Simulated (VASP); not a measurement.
# Lanthanum: La into a neighbouring La vacancy, part 4 of 4

Aim: the barrier for one hop in Lanthanum: La into a neighbouring La vacancy. The start is a cell from a database of measured crystal structures.

VASP 6.6.1; PBE; plane waves and PAW (La).

So far. Step 3 (Relax the start): The run ended after 9 ionic steps, 0.055 eV below its first step, once the forces on the free atoms met EDIFFG = -0.05. Step 4 (Relax the end): The run ended after 8 ionic steps, 0.011 eV below its first step, once the forces on the free atoms met EDIFFG = -0.05.

## Step 5: Nudged elastic band

Images on a straight line between the ends relax across the path, while springs keep them spaced along it.

File INCAR:

```
SYSTEM = La
PREC = Normal
ENCUT = 280
EDIFF = 1E-05
NELM = 120
ISMEAR = 1
SIGMA = 0.15
LREAL = Auto
ALGO = Fast
GGA = PE
NBANDS = 102
LASPH = .TRUE.
LWAVE = .FALSE.
LCHARG = .FALSE.
IMAGES = 3
SPRING = -5
IBRION = 3
POTIM = 0.15
NSW = 60
EDIFFG = -0.05
ISYM = 0
ISIF = 0
SMASS = 1
```

File POSCAR:

```
La
1.0
    7.4914007190      0.0000000000      0.0000000000
   -3.7457003594      6.4877433326      0.0000000000
    0.0000000000      0.0000000000     12.1639394081
La
15
Direct
    0.3241078140      0.6628360906      0.2501460003
    0.8339165912      0.1754607777      0.2502267663
    0.8385614719      0.6657312054      0.2504489606
    0.1664415532      0.3356073127      0.7502185477
    0.1640850650      0.8310194764      0.7502909399
    0.6668637659      0.3328918795      0.7501003757
    0.6677191518      0.8337737030      0.7502309493
    0.9985107623      0.0006574502      0.4954822356
    0.9981932846      0.4987881888      0.4978884734
    0.4978991402      0.9972416237      0.4958275755
    0.5003286972      0.4985819550      0.4947213106
    0.0011632808      0.9996293170      0.0058489089
    0.9987518718      0.4977512491      0.0023129684
    0.5002587328      0.9966933334      0.0036236720
    0.5007609197      0.4983134942      0.0053326971
```

File KPOINTS:

```
Automatic mesh
0
Gamma
3 3 2
0 0 0
```

File 00/POSCAR:

```
La
1.0
    7.4914007190      0.0000000000      0.0000000000
   -3.7457003594      6.4877433326      0.0000000000
    0.0000000000      0.0000000000     12.1639394081
La
15
Direct
    0.3241078140      0.6628360906      0.2501460003
    0.8339165912      0.1754607777      0.2502267663
    0.8385614719      0.6657312054      0.2504489606
    0.1664415532      0.3356073127      0.7502185477
    0.1640850650      0.8310194764      0.7502909399
    0.6668637659      0.3328918795      0.7501003757
    0.6677191518      0.8337737030      0.7502309493
    0.9985107623      0.0006574502      0.4954822356
    0.9981932846      0.4987881888      0.4978884734
    0.4978991402      0.9972416237      0.4958275755
    0.5003286972      0.4985819550      0.4947213106
    0.0011632808      0.9996293170      0.0058489089
    0.9987518718      0.4977512491      0.0023129684
    0.5002587328      0.9966933334      0.0036236720
    0.5007609197      0.4983134942      0.0053326971
```

File 01/POSCAR:

```
La
1.0
    7.4914007190      0.0000000000      0.0000000000
   -3.7457003594      6.4877433326      0.0000000000
    0.0000000000      0.0000000000     12.1639394081
La
15
Direct
    0.3265278002      0.6643236491      0.2499737248
    0.8341516008      0.1734103026      0.2504827926
    0.8378355997      0.6666199445      0.2503631486
    0.1663081046      0.3340890900      0.7498634490
    0.1642371780      0.8314664608      0.7501218929
    0.6666573073      0.3330243658      0.7496718492
    0.6677841428      0.8336440233      0.7497943568
    1.0822549948      0.0421848740      0.4339615433
    0.9991660878      0.4997960407      0.4983546294
    0.4981508221      0.9984038797      0.4967218767
    0.5004568108      0.4989139606      0.4957433650
    0.0008492660      0.9993095586      0.0044073731
    0.9989892241      0.4978531743      0.0015787833
    0.5003153596      0.9976498592      0.0025120984
    0.5007820276      0.4990070420      0.0037951675
```

File 02/POSCAR:

```
La
1.0
    7.4914007190      0.0000000000      0.0000000000
   -3.7457003594      6.4877433326      0.0000000000
    0.0000000000      0.0000000000     12.1639394081
La
15
Direct
    0.3289477864      0.6658112076      0.2498014493
    0.8343866105      0.1713598276      0.2507388189
    0.8371097275      0.6675086836      0.2502773366
    0.1661746561      0.3325708673      0.7495083504
    0.1643892910      0.8319134452      0.7499528458
    0.6664508487      0.3331568522      0.7492433226
    0.6678491339      0.8335143436      0.7493577642
    1.1659992274      0.0837122978      0.3724408510
    1.0001388911      0.5008038926      0.4988207855
    0.4984025040      0.9995661356      0.4976161780
    0.5005849244      0.4992459663      0.4967654193
    0.0005352513      0.9989898001      0.0029658373
    0.9992265764      0.4979550995      0.0008445981
    0.5003719863      0.9986063850      0.0014005249
    0.5008031356      0.4997005897      0.0022576380
```

File 03/POSCAR:

```
La
1.0
    7.4914007190      0.0000000000      0.0000000000
   -3.7457003594      6.4877433326      0.0000000000
    0.0000000000      0.0000000000     12.1639394081
La
15
Direct
    0.3313677725      0.6672987662      0.2496291738
    0.8346216202      0.1693093525      0.2509948451
    0.8363838553      0.6683974227      0.2501915247
    0.1660412075      0.3310526446      0.7491532517
    0.1645414039      0.8323604297      0.7497837988
    0.6662443901      0.3332893385      0.7488147960
    0.6679141250      0.8333846638      0.7489211716
    1.2497434600      0.1252397216      0.3109201587
    1.0011116944      0.5018117444      0.4992869416
    0.4986541858      1.0007283916      0.4985104792
    0.5007130381      0.4995779720      0.4977874736
    0.0002212365      0.9986700416      0.0015243015
    0.9994639286      0.4980570247      0.0001104130
    0.5004286130      0.9995629107      0.0002889513
    0.5008242436      0.5003941375      0.0007201084
```

File 04/POSCAR:

```
La
1.0
    7.4914007190      0.0000000000      0.0000000000
   -3.7457003594      6.4877433326      0.0000000000
    0.0000000000      0.0000000000     12.1639394081
La
15
Direct
    0.3337877587      0.6687863247      0.2494568983
    0.8348566298      0.1672588774      0.2512508714
    0.8356579831      0.6692861618      0.2501057127
    0.1659077590      0.3295344219      0.7487981530
    0.1646935169      0.8328074141      0.7496147518
    0.6660379315      0.3334218248      0.7483862695
    0.6679791160      0.8332549841      0.7484845791
    1.3334876925      0.1667671454      0.2493994664
    1.0020844976      0.5028195963      0.4997530976
    0.4989058677      1.0018906476      0.4994047804
    0.5008411517      0.4999099776      0.4988095280
   -0.0000927782      0.9983502832      0.0000827657
    0.9997012809      0.4981589499     -0.0006237722
    0.5004852398      1.0005194365     -0.0008226223
    0.5008453515      0.5010876852     -0.0008174212
```

The projector-augmented-wave data sets are La (PBE family, release 64).

Run with:

```bash
> mpirun -np 3 vasp_std
```

Log:

```text
[banner, memory and clock lines left out]
running    3 mpi-ranks, on    1 nodes
 each image running on    1 cores
[...]
01/POSCAR found :  1 types and      15 ions
 LDA part: xc-table for (Slater+PW92), standard interpolation
[...]
00/POSCAR found :  1 types and      15 ions
[...]
04/POSCAR found :  1 types and      15 ions
 POSCAR, INCAR and KPOINTS ok, starting setup
[...]
entering main loop
       N       E                     dE             d eps       ncg     rms          rms(c)
DAV:   1     0.210236950582E+04    0.21024E+04   -0.36176E+04  2080   0.128E+03
DAV:   2     0.479437746736E+03   -0.16229E+04   -0.15820E+04  2928   0.438E+02
DAV:   3     0.197844514851E+02   -0.45965E+03   -0.45207E+03  3192   0.282E+02
DAV:   4    -0.538689657199E+02   -0.73653E+02   -0.71335E+02  3960   0.119E+02
[...]
RMM:  18    -0.711617893950E+02   -0.15882E-01   -0.16278E-01  3774   0.490E-01    0.371E-01
RMM:  19    -0.711757080963E+02   -0.13919E-01   -0.14506E-01  3756   0.453E-01    0.273E-01
RMM:  20    -0.711868316499E+02   -0.11124E-01   -0.11112E-01  3718   0.420E-01    0.134E-01
WARNING in EDDRMM: call to ZHEGV failed, returncode =   6  3     66
RMM:  21    -0.711969877772E+02   -0.10156E-01   -0.10030E-01  3724   0.395E-01    0.282E-02
RMM:  22    -0.712046446845E+02   -0.76569E-02   -0.76660E-02  3755   0.324E-01    0.622E-02
RMM:  23    -0.712111864789E+02   -0.65418E-02   -0.66656E-02  3533   0.270E-01    0.106E-02
RMM:  24    -0.712165237789E+02   -0.53373E-02   -0.53460E-02  3471   0.237E-01    0.124E-02
[...]
RMM:  32    -0.712381115577E+02   -0.13534E-02   -0.13771E-02  2017   0.127E-01    0.343E-02
RMM:  33    -0.712393194456E+02   -0.12079E-02   -0.12153E-02  1995   0.112E-01    0.402E-02
RMM:  34    -0.712403136107E+02   -0.99417E-03   -0.10082E-02  1989   0.107E-01    0.516E-02
WARNING in EDDRMM: call to ZHEGV failed, returncode =   8  4     65
RMM:  35    -0.712411692684E+02   -0.85566E-03   -0.88299E-03  1984   0.101E-01    0.772E-02
RMM:  36    -0.712419015447E+02   -0.73228E-03   -0.74089E-03  1979   0.934E-02    0.869E-02
RMM:  37    -0.712425490978E+02   -0.64755E-03   -0.64646E-03  1977   0.874E-02    0.850E-02
RMM:  38    -0.712430903173E+02   -0.54122E-03   -0.54452E-03  1972   0.789E-02    0.856E-02
[...]
RMM:  43    -0.712448773773E+02   -0.26210E-03   -0.26191E-03  1945   0.588E-02    0.916E-02
RMM:  44    -0.712451018950E+02   -0.22452E-03   -0.22390E-03  1949   0.549E-02    0.924E-02
RMM:  45    -0.712453001901E+02   -0.19830E-03   -0.19594E-03  1943   0.598E-02    0.664E-02
WARNING in EDDRMM: call to ZHEGV failed, returncode =   8  4     75
RMM:  46    -0.712454712266E+02   -0.17104E-03   -0.17303E-03  1954   0.593E-02    0.511E-02
RMM:  47    -0.712456148315E+02   -0.14360E-03   -0.14530E-03  1888   0.665E-02    0.526E-02
RMM:  48    -0.712457497365E+02   -0.13490E-03   -0.13282E-03  1891   0.530E-02    0.490E-02
RMM:  49    -0.712458649455E+02   -0.11521E-03   -0.11197E-03  1859   0.604E-02    0.438E-02
RMM:  50    -0.712459597504E+02   -0.94805E-04   -0.95238E-04  1849   0.497E-02    0.450E-02
RMM:  51    -0.712460537962E+02   -0.94046E-04   -0.86400E-04  2102   0.562E-02    0.382E-02
WARNING in EDDRMM: call to ZHEGV failed, returncode =   6  3     82
WARNING in EDDRMM: call to ZHEGV failed, returncode =   6  3     76
RMM:  52    -0.712461245316E+02   -0.70735E-04   -0.71634E-04  1971   0.368E-02    0.413E-02
RMM:  53    -0.712461859562E+02   -0.61425E-04   -0.62215E-04  1792   0.368E-02    0.425E-02
WARNING in EDDRMM: call to ZHEGV failed, returncode =   6  3     74
RMM:  54    -0.712462470386E+02   -0.61082E-04   -0.61833E-04  1762   0.332E-02    0.437E-02
RMM:  55    -0.712462907216E+02   -0.43683E-04   -0.44210E-04  1708   0.325E-02    0.446E-02
RMM:  56    -0.712463371120E+02   -0.46390E-04   -0.43375E-04  1689   0.296E-02    0.421E-02
RMM:  57    -0.712463700460E+02   -0.32934E-04   -0.32852E-04  1636   0.313E-02    0.423E-02
[...]
RMM:  63    -0.712464932388E+02   -0.13921E-04   -0.13469E-04  1490   0.248E-02    0.452E-02
RMM:  64    -0.712465052873E+02   -0.12049E-04   -0.12314E-04  1478   0.217E-02    0.456E-02
RMM:  65    -0.712465150318E+02   -0.97444E-05   -0.98509E-05  1456   0.233E-02
   1 F= -.71246515E+02 E0= -.71248841E+02  d E =-.712465E+02
[... from here on, the cycles between the ionic steps are left out ...]
   2 F= -.71266953E+02 E0= -.71269476E+02  d E =-.204377E-01
   6 F= -.71356544E+02 E0= -.71359108E+02  d E =-.203217E-01
  11 F= -.71433745E+02 E0= -.71435882E+02  d E =-.126375E-01
  16 F= -.71483817E+02 E0= -.71485529E+02  d E =-.856958E-02
  21 F= -.71518638E+02 E0= -.71520111E+02  d E =-.623729E-02
  26 F= -.71544804E+02 E0= -.71546196E+02  d E =-.451903E-02
  31 F= -.71563377E+02 E0= -.71564813E+02  d E =-.322705E-02
  36 F= -.71577222E+02 E0= -.71578770E+02  d E =-.246726E-02
  41 F= -.71587249E+02 E0= -.71588946E+02  d E =-.178684E-02
  46 F= -.71594562E+02 E0= -.71596418E+02  d E =-.122794E-02
  51 F= -.71600224E+02 E0= -.71602263E+02  d E =-.955843E-03
  56 F= -.71604155E+02 E0= -.71606361E+02  d E =-.699854E-03
  59 F= -.71606070E+02 E0= -.71608382E+02  d E =-.611699E-03
  60 F= -.71606643E+02 E0= -.71608989E+02  d E =-.572586E-03
damped:  g(F)=  0.159E-02 g(S)=  0.000E+00 dE (1.order)=-0.327E-02
```

Wall time 2.3 h (3 MPI ranks of AMD EPYC 9R45, shared host); peak memory 0.98 GiB.

Parts of OUTCAR (step 5):

```text
  tangential force (eV/A)        -0.099110
  left and right image   1.069992  1.078603 A

  tangential force (eV/A)        -0.098157
  left and right image   1.072007  1.080601 A

 k-point     1 :       0.0000    0.0000    0.0000
  band No.  band energies     occupation
    ...
     80       6.8788      2.00450
     81       6.8828      2.00502
     82       7.1278      1.90929
     83       7.2092      1.23802
     84       7.2707      0.56418
     85       7.3390      0.06462
     86       7.6830     -0.00017
     87       7.7966     -0.00000
     88       7.8223     -0.00000
     89       7.8655     -0.00000
    ...

 POSITION                                       TOTAL-FORCE (eV/Angst)
 -----------------------------------------------------------------------------------
     -0.10345      4.26501      3.04425        -0.020609     -0.017413     -0.017359
      5.34269      1.10615      2.95738        -0.041647     -0.017989      0.001887
      3.63835      4.11160      2.95612        -0.032342     -0.023982      0.001961
     -0.00528      2.11076      9.01560        -0.000797      0.000731     -0.012214
     -1.92672      5.42801      9.01317        -0.000354      0.001918     -0.014028
      3.75275      2.16438      9.10884         0.006668      0.002761     -0.021601
      1.90490      5.41963      9.12811         0.017458      0.008178      0.006458
      0.45569      0.27087      5.37531        -0.036645     -0.022664      0.094348
      5.74081      3.31561      5.99053         0.026324      0.015475     -0.005068
      0.28859      6.57808      6.10093         0.020963      0.021269      0.002037
      2.10445      3.44031      6.09106         0.028437      0.004799      0.004897
     -3.70328      6.51411      0.13264         0.021235      0.014755      0.041014
      5.62694      3.24167     -0.09518        -0.013931     -0.005388     -0.015122
      0.01325      6.47788     -0.01063         0.015355      0.000916     -0.032259
      1.88877      3.23512      0.00285         0.009884      0.016633     -0.034952
 -----------------------------------------------------------------------------------
    total drift:                                0.006383      0.001286      0.020176

  FREE ENERGIE OF THE ION-ELECTRON SYSTEM (eV)
  ---------------------------------------------------
  free  energy   TOTEN  =       -71.6066429622 eV

  energy  without entropy=      -71.6136818701  energy(sigma->0) =      -71.60898926

  tangential force (eV/A)        -0.096270
  left and right image   1.073981  1.082579 A

[... 5 parts as in an earlier step ...]

[... 10 further parts left out ...]
[key lines of the parts left out:]
E-fermi :   7.2306
```

CONTCAR:

```
La
   1.00000000000000
     7.4914007189999996    0.0000000000000000    0.0000000000000000
    -3.7457003593999998    6.4877433326000000    0.0000000000000000
     0.0000000000000000    0.0000000000000000   12.1639394080999992
  La
    15
Direct
     0.3148879712746422    0.6573948427148847    0.2502683522139491
     0.7984260820077083    0.1704983920002510    0.2431269983399187
     0.8025441350301918    0.6337488424314842    0.2430228449630683
     0.1619678941460412    0.3253453052299401    0.7411742422880161
     0.1611373946101322    0.8366555930127451    0.7409743350060713
     0.6677462252952218    0.3336113196406703    0.7488399806390535
     0.6719608478727014    0.8353647820531424    0.7504238358800961
     0.0817036095389141    0.0417511401874367    0.4419053053482136
     1.0218479053814959    0.5110568887947675    0.4924824257575190
     0.5454844128828042    1.0139236868366985    0.5015588235794884
     0.5460548717333917    0.5302780857126614    0.5007472467378752
     0.0076942974802733    1.0040646132938598    0.0109046358005427
     1.0009506711936995    0.4996605018177435   -0.0078248920681610
     0.5010091729496446    0.9984799568708226   -0.0008736930785716
     0.5014500252307138    0.4986508866950309    0.0002343236036127
```

The band used up its steps before its forces met the threshold, so no barrier is taken from it.

## Step 6: Results

```yaml
result: none
```

The session ends without its result: «nudged elastic band» used up its steps.

[Lines on the potential files, build, host, timing and source positions are cut from VASP's logs without a mark.]

[Logs are printed without paths, hosts, clocks, repeated set-up lines and the standing remarks that a program may print on its own settings, such as how far it seeks lower states.]

[Hosts, paths, dates, database ids (printed as entryN), source tags and the programs' standing remarks are cut or masked in the printed files.]

[Runs that stopped without an error message from VASP are left out.]
